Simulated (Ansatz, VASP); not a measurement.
# NiTe2 in two plane-wave programs, part 2 of 2

Wanted: the spread between two codes on one cell, functional and k mesh. The cell is taken from a series of runs on this material, whose earlier steps may have relaxed, scaled, displaced or heated it; both programs get it as it stands.

VASP 6.6.1 and Ansatz 0.2.0.

So far: Starting point; Ansatz: relaxation of cell and atoms, BLYP with D3(BJ).

**3. VASP: relaxation of cell and atoms, BLYP with D3(BJ)**

Level of this step: BLYP with D3(BJ), no spin polarisation; plane waves and PAW (Ni, Te) (VASP).

The same cell, functional (in two slightly different forms), mesh and smearing now go to VASP, with its own data sets.

Lines of VASP's logs that name or quote its potential files are left out, and so is its time.

Input file INCAR:

```
SYSTEM = NiTe2
PREC = Accurate
ENCUT = 600
EDIFF = 1E-07
NELM = 120
ISMEAR = 0
SIGMA = 0.01
LREAL = .FALSE.
ALGO = Normal
GGA = B5
ALDAX = 1
AGGAX = 1
AGGAC = 1
ALDAC = 0
IVDW = 12
VDW_S6 = 1
VDW_S8 = 2.6996
VDW_A1 = 0.4298
VDW_A2 = 4.2359
NBANDS = 56
LASPH = .TRUE.
LORBIT = 11
LWAVE = .FALSE.
LCHARG = .FALSE.
ISIF = 3
IBRION = 2
NSW = 80
EDIFFG = -0.005
GGA_COMPAT = .FALSE.
NELMIN = 4
KPAR = 2
```

Input file POSCAR:

```
NiTe2
1.0
    6.3843360000      0.0000000000      0.0000000000
    0.0000000000      6.3843360000      0.0000000000
    0.0000000000      0.0000000000      6.3843360000
Ni Te
4 8
Direct
    0.5000000000      0.5000000000      0.0000000000
    0.5000000000      0.0000000000      0.5000000000
    0.0000000000      0.5000000000      0.5000000000
    0.0000000000      0.0000000000      0.0000000000
    0.1347884886      0.8652115114      0.3652115114
    0.8652115114      0.3652115114      0.1347884886
    0.3652115114      0.1347884886      0.8652115114
    0.6347883319      0.6347883319      0.6347883319
    0.8652115114      0.1347884886      0.6347883319
    0.1347884886      0.6347883319      0.8652115114
    0.6347883319      0.8652115114      0.1347884886
    0.3652115114      0.3652115114      0.3652115114
```

Input file KPOINTS:

```
Automatic mesh
0
Gamma
6 6 6
0 0 0
```

Potentials, in the order of the species: Ni and Te (PBE family, release 64).

On the command line:

```sh
> mpirun -np 2 vasp_std
```

Numbers of over 12 decimals in the logs are rounded to 6 here.

The log of the run:

```text
[banner, memory and clock lines left out]
running    2 mpi-ranks, on    1 nodes
 distrk:  each k-point on    1 cores,    2 groups
 distr:  one band on    1 cores,    1 groups

 POSCAR found type information on POSCAR NiTe
 POSCAR found :  2 types and      12 ions
|                                                                             |
|               ----> ADVICE to this user running VASP <----                  |
|                                                                             |
|     You enforced a specific xc type in the INCAR file but a different       |
|     [... a line on the potential file left out ...]
|     I HOPE YOU KNOW WHAT YOU ARE DOING!                                     |
|                                                                             |

 LDA part: xc-table for (Slater(with rela. corr.)+VWN5), standard interpolation
 POSCAR, INCAR and KPOINTS ok, starting setup
 FFT: planning ... GRIDC
 FFT: planning ... GRID_SOFT
 FFT: planning ... GRID
 WAVECAR not read
 entering main loop
       N       E                     dE             d eps       ncg     rms          rms(c)
DAV:   1     0.701246769081E+03    0.70125E+03   -0.38005E+04  2688   0.168E+03
DAV:   2     0.384994216296E+02   -0.66275E+03   -0.64279E+03  2736   0.373E+02
DAV:   3    -0.373586753335E+02   -0.75858E+02   -0.71749E+02  3176   0.136E+02
DAV:   4    -0.412015803856E+02   -0.38429E+01   -0.37996E+01  3096   0.288E+01
DAV:   5    -0.413431415832E+02   -0.14156E+00   -0.14149E+00  3416   0.610E+00    0.247E+01
DAV:   6    -0.489450045611E+02   -0.76019E+01   -0.62115E+01  3128   0.984E+01    0.309E+01
DAV:   7    -0.390315878911E+02    0.99134E+01   -0.22168E+01  3208   0.774E+01    0.101E+01
DAV:   8    -0.396901306101E+02   -0.65854E+00   -0.75286E+00  3936   0.217E+01    0.823E+00
DAV:   9    -0.391240697261E+02    0.56606E+00   -0.22413E+00  3472   0.182E+01    0.237E+00
DAV:  10    -0.391309253778E+02   -0.68557E-02   -0.10435E-01  3248   0.200E+00    0.178E+00
DAV:  11    -0.391320013201E+02   -0.10759E-02   -0.14314E-02  3272   0.124E+00    0.945E-01
DAV:  12    -0.391284581956E+02    0.35431E-02   -0.58842E-03  3640   0.105E+00    0.230E-01
DAV:  13    -0.391285591413E+02   -0.10095E-03   -0.13377E-03  2912   0.152E-01    0.110E-01
DAV:  14    -0.391285455578E+02    0.13584E-04   -0.28623E-05  3936   0.283E-02    0.104E-01
DAV:  15    -0.391285277955E+02    0.17762E-04   -0.43828E-06  3664   0.243E-02    0.927E-02
DAV:  16    -0.391284966957E+02    0.31100E-04   -0.25458E-04  3384   0.215E-01    0.166E-01
DAV:  17    -0.391284909171E+02    0.57786E-05   -0.50269E-05  3808   0.619E-02    0.723E-02
DAV:  18    -0.391284906658E+02    0.25126E-06   -0.45464E-07  2768   0.378E-03    0.671E-02
DAV:  19    -0.391284906632E+02    0.26303E-08   -0.24055E-08  1624   0.945E-04
   1 F= -.53440510E+02 E0= -.53440508E+02  d E =-.534405E+02
[...]
2 F= -.53442030E+02 E0= -.53442029E+02  d E =-.152012E-02
[...]
3 F= -.53442303E+02 E0= -.53442302E+02  d E =-.179375E-02
[...]
4 F= -.53442305E+02 E0= -.53442304E+02  d E =-.179530E-02
[...]
5 F= -.53442305E+02 E0= -.53442304E+02  d E =-.179566E-02
[...]
6 F= -.53442544E+02 E0= -.53442544E+02  d E =-.239065E-03
 trial-energy change:   -0.000239  1 .order   -0.000239   -0.000286   -0.000193
 step:   2.9171(harm=  2.9171)  dis= 0.00233  next Energy=   -53.442746 (dE=-0.441E-03)
 bond charge predicted
       N       E                     dE             d eps       ncg     rms          rms(c)
DAV:   1    -0.390580913027E+02    0.47176E-03   -0.28067E-02  2864   0.522E-01    0.745E-02
DAV:   2    -0.390582760177E+02   -0.18471E-03   -0.17101E-03  3816   0.317E-01    0.914E-02
DAV:   3    -0.390581977892E+02    0.78228E-04   -0.46591E-04  3088   0.293E-01    0.351E-02
DAV:   4    -0.390581939200E+02    0.38692E-05   -0.33480E-05  3464   0.530E-02    0.141E-02
DAV:   5    -0.390581932436E+02    0.67638E-06   -0.47663E-06  3608   0.224E-02    0.381E-03
DAV:   6    -0.390581932960E+02   -0.52345E-07   -0.96486E-07  2736   0.814E-03
   7 F= -.53442750E+02 E0= -.53442750E+02  d E =-.444560E-03
 curvature:  -1.53 expect dE=-0.249E-06 dE for cont linesearch -0.472E-07
 trial: gam=-0.01345 g(F)=  0.332E-07 g(S)=  0.129E-06 ort = 0.313E-05 (trialstep = 0.134E+01)
 search vector abs. value=  0.136E-06
 reached required accuracy - stopping structural energy minimisation
```

Parts of OUTCAR (step 3):

```text
ion  position               nearest neighbor table
   1  0.500  0.500  0.000-  10 2.63  11 2.63   6 2.63   7 2.63  12 2.63   8 2.63
   2  0.500  0.000  0.500-   9 2.63  11 2.63   5 2.63   7 2.63  12 2.63   8 2.63
   3  0.000  0.500  0.500-   9 2.63  10 2.63   5 2.63   6 2.63  12 2.63   8 2.63
   4  0.000  0.000  0.000-   5 2.63   6 2.63   7 2.63   9 2.63  10 2.63  11 2.63
   5  0.135  0.865  0.365-   2 2.63   3 2.63   4 2.63   9 2.98  11 3.51  12 3.51  12 3.51  10 3.51
                            10 3.51  11 3.51
   6  0.865  0.365  0.135-   1 2.63   3 2.63   4 2.63  10 2.98   9 3.51  12 3.51  12 3.51  11 3.51
                            11 3.51   9 3.51
   7  0.365  0.135  0.865-   1 2.63   2 2.63   4 2.63  11 2.98  10 3.51  12 3.51  12 3.51   9 3.51
                             9 3.51  10 3.51
   8  0.635  0.635  0.635-   1 2.63   2 2.63   3 2.63  12 2.98  10 3.51  11 3.51   9 3.51   9 3.51
                            11 3.51  10 3.51
   9  0.865  0.135  0.635-   2 2.63   3 2.63   4 2.63   5 2.98   6 3.51   8 3.51   7 3.51   7 3.51
                             6 3.51   8 3.51
  10  0.135  0.635  0.865-   1 2.63   3 2.63   4 2.63   6 2.98   7 3.51   8 3.51   5 3.51   5 3.51
                             7 3.51   8 3.51
  11  0.635  0.865  0.135-   1 2.63   2 2.63   4 2.63   7 2.98   5 3.51   8 3.51   6 3.51   6 3.51
                             5 3.51   8 3.51
  12  0.365  0.365  0.365-   1 2.63   2 2.63   3 2.63   8 2.98   6 3.51   7 3.51   5 3.51   7 3.51
                             5 3.51   6 3.51

  LATTYP: Found a simple cubic cell.
 ALAT       =     6.3843360000

 Subroutine GETGRP returns: Found 24 space group operations
 (whereof  6 operations were pure point group operations)

The static configuration has the point symmetry S_6 .
 The point group associated with its full space group is T_h .

 Found     24 irreducible k-points:

   k-points           NKPTS =     24   k-points in BZ     NKDIM =     24   number of bands    NBANDS=     56

   dimension x,y,z NGX =    54 NGY =   54 NGZ =   54
   dimension x,y,z NGXF=   108 NGYF=  108 NGZF=  108

   ENCUT  =  600.0 eV  44.10 Ry    6.64 a.u.  12.75 12.75 12.75*2*pi/ulx,y,z

   NELECT =      88.0000    total number of electrons

 k-points in reciprocal lattice and weights: Automatic mesh
   0.00000000  0.00000000  0.00000000       0.005
   0.16666667  0.00000000  0.00000000       0.028
   0.33333333  0.00000000  0.00000000       0.028
   0.50000000  0.00000000  0.00000000       0.014
   0.16666667  0.16666667  0.00000000       0.056
   0.33333333  0.16666667  0.00000000       0.056
  -0.16666667  0.33333333  0.00000000       0.056
   0.50000000  0.16666667  0.00000000       0.028
  -0.16666667  0.50000000  0.00000000       0.028
[...]
0.50000000  0.50000000  0.33333333       0.028
   0.50000000  0.50000000  0.50000000       0.005

 Edisp (eV)  -14.38398

 average (electrostatic) potential at core
       1 -82.1475       2 -82.1475       3 -82.1475       4 -82.1474       5 -85.9550
       6 -85.9550       7 -85.9550       8 -85.9550       9 -85.9550      10 -85.9550
      11 -85.9550      12 -85.9550

 E-fermi :   9.5083

 k-point     1 :       0.0000    0.0000    0.0000
  band No.  band energies     occupation
    ...
     40       7.8817      2.00000
     41       8.3916      2.00000
     42       8.3916      2.00000
     43       8.3916      2.00000
     44       8.4952      2.00000
     45      10.3303      0.00000
     46      10.3303      0.00000
     47      10.3303      0.00000
     48      11.3452      0.00000
     49      11.3452      0.00000
    ...

 k-point     2 :       0.1667    0.0000    0.0000
  band No.  band energies     occupation
    ...
     40       8.2622      2.00000
     41       8.3640      2.00000
     42       8.4370      2.00000
     43       8.4863      2.00000
     44       8.7297      2.00000
     45      10.4511      0.00000
     46      10.4725      0.00000
     47      10.5232      0.00000
     48      10.5412      0.00000
     49      11.1412      0.00000
    ...

 k-point     3 :       0.3333    0.0000    0.0000
  band No.  band energies     occupation
    ...
     40       8.0664      2.00000
     41       8.5367      2.00000
     42       8.6490      2.00000
     43       8.6812      2.00000
     44       9.1759      2.00000
     45      10.0948      0.00000
     46      10.4437      0.00000
     47      10.5322      0.00000
     48      10.6670      0.00000
     49      10.8229      0.00000
    ...

 Edisp (eV)  -14.38456

  Total       0.00327     0.00327     0.00327    -0.00000     0.00000     0.00000
  in kB       0.02025     0.02025     0.02025    -0.00000     0.00000     0.00000
  external pressure =        0.02 kB  Pullay stress =        0.00 kB

  energy-cutoff  :      600.00
  volume of cell :      258.85
      direct lattice vectors                 reciprocal lattice vectors
     6.373120944  0.000000000 -0.000000000     0.156908995 -0.000000000 -0.000000000
     0.000000000  6.373120944  0.000000000    -0.000000000  0.156908995  0.000000000
     0.000000000 -0.000000000  6.373120944     0.000000000 -0.000000000  0.156908995

 POSITION                                       TOTAL-FORCE (eV/Angst)
 -----------------------------------------------------------------------------------
      3.18656      3.18656     -0.00000         0.000000     -0.000000     -0.000000
      3.18656     -0.00000      3.18656         0.000000     -0.000000     -0.000000
      0.00000      3.18656      3.18656         0.000000     -0.000000     -0.000000
      0.00000      0.00000     -0.00000         0.000000     -0.000000     -0.000000
      0.86186      5.51126      2.32470         0.000169     -0.000169     -0.000169
      5.51126      2.32470      0.86186        -0.000169     -0.000169      0.000169
      2.32470      0.86186      5.51126        -0.000169      0.000169     -0.000169
      4.04842      4.04842      4.04842         0.000169      0.000169      0.000169
      5.51126      0.86186      4.04842        -0.000169      0.000169      0.000169
      0.86186      4.04842      5.51126         0.000169      0.000169     -0.000169
      4.04842      5.51126      0.86186         0.000169     -0.000169      0.000169
      2.32470      2.32470      2.32470        -0.000169     -0.000169     -0.000169
 -----------------------------------------------------------------------------------
    total drift:                                0.000585      0.000585      0.000585

  FREE ENERGIE OF THE ION-ELECTRON SYSTEM (eV)
  ---------------------------------------------------
  free  energy   TOTEN  =       -53.4427497267 eV

  energy  without entropy=      -53.4427494288  energy(sigma->0) =      -53.44274958

 reached required accuracy - stopping structural energy minimisation

 total charge
# of ion       s       p       d       tot
------------------------------------------
    1        0.406   0.439   8.457   9.301
    2        0.406   0.439   8.457   9.301
    3        0.406   0.439   8.457   9.301
    4        0.406   0.439   8.457   9.301
    5        1.424   1.895   0.066   3.385
    6        1.424   1.895   0.066   3.385
    7        1.424   1.895   0.066   3.385
    8        1.424   1.895   0.066   3.385
    9        1.424   1.895   0.066   3.385
   10        1.424   1.895   0.066   3.385
   11        1.424   1.895   0.066   3.385
   12        1.424   1.895   0.066   3.385
--------------------------------------------------
tot         13.013  16.915  34.357  64.286

[... 3 further parts left out ...]
```

CONTCAR:

```
NiTe2
   1.00000000000000
     6.3731209437553877    0.0000000000000000   -0.0000000000000000
     0.0000000000000000    6.3731209437553877    0.0000000000000000
     0.0000000000000000   -0.0000000000000000    6.3731209437553877
  Ni              Te
     4     8
Direct
     0.5000000000000000    0.5000000000000000    0.0000000000000000
     0.5000000000000000    0.0000000000000000    0.5000000000000000
     0.0000000000000000    0.5000000000000000    0.5000000000000000
     0.0000000000000000    0.0000000000000000    0.0000000000000000
     0.1352332299444475    0.8647667700555525    0.3647667700555525
     0.8647667700555525    0.3647667700555525    0.1352332299444475
     0.3647667700555525    0.1352332299444475    0.8647667700555525
     0.6352330732444434    0.6352330732444434    0.6352330732444434
     0.8647667700555525    0.1352332299444475    0.6352330732444434
     0.1352332299444475    0.6352330732444434    0.8647667700555525
     0.6352330732444434    0.8647667700555525    0.1352332299444475
     0.3647667700555525    0.3647667700555525    0.3647667700555525
```

This run has no spin polarisation, so a moment on Ni, if there is one, isn't seen. The run keeps the 24 symmetry operations of its start, so it cannot find a distortion of lower symmetry.

**4. Comparison**

Known differences besides the potentials themselves: the data sets hold 200 valence electrons in Ansatz (on its default PAW (the set named soft_2) files) and 88 in VASP; the cutoff is 420 eV in Ansatz and 600 eV in VASP; Ansatz makes its cores anew for this functional, VASP keeps those of its PBE data sets; VASP's log shows a relativistic correction to its local exchange, Ansatz's none; Ansatz adds a Pulay correction to the stress that steers its cell, VASP none. Total energies have different zeros and are not compared.

The two programs side by side:

```tsv
quantity	Ansatz	VASP	difference
volume (Å³)	258.24	258.85	-0.24 %
edge a after relaxation, in the typed setting (Å)	6.368	6.373	-0.08 %
```

**5. Results**

```yaml
difference_in_volume_relaxation_of_cell_and_atoms_blyp_with_d3_bj: -0.24 %
```

**Reading.** The difference in volume is -0.24 % (relaxation of cell and atoms, BLYP with D3(BJ)), within the 1.2 % picked in this series as the mark of a large difference, as far as the stopping tolerances let one tell. The data sets hold unlike numbers of valence electrons (200 in Ansatz and 88 in VASP), so part of the differences comes from the potentials. 2 further runs of this series are not shown here. Such differences can come from data sets, numerical settings and the points named under the comparisons, not from the functional's error against experiment.

[Lines on the potential files, build, host, timing and source positions are cut from VASP's logs without a mark.]

[Logs are printed without paths, hosts, clocks, repeated set-up lines and the standing remarks that a program may print on its own settings, such as how far it seeks lower states.]

[Hosts, paths, dates, database ids (printed as entryN), source tags and the programs' standing remarks are cut or masked in the printed files.]
